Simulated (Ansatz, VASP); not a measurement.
## One calculation of Pb, two programs

```
Pb
1.0
     0.00000    3.38070    3.38070
     3.38070    0.00000    3.38070
     3.38070    3.38070    0.00000
Pb
2
Direct
  0.00000 0.00000 0.00000
  0.25000 0.25000 0.25000
```

Change from the starting cell: volume scaled by 0.95.

Alike in both runs: task single point; functional PBE; k mesh 8 × 8 × 8; occupations fermi-dirac, width 0.05 eV; no spin polarisation.

|  | VASP | Ansatz |
| --- | --- | --- |
| version | VASP 6.6.1 | Ansatz 0.2.0 |
| potentials or method | VASP PAW PBE potentials, release 64 (Pb_d), cutoff 520 eV | all-electron LAPW, scalar-relativistic |

```csv
,VASP,Ansatz,Ansatz less VASP
pressure (GPa),4.4,4.5,+0.06
```

Ansatz ran all-electron here, so the differences hold the error of VASP's frozen core and of both bases.

The runs have no spin-orbit coupling, so splittings on Pb are missing.
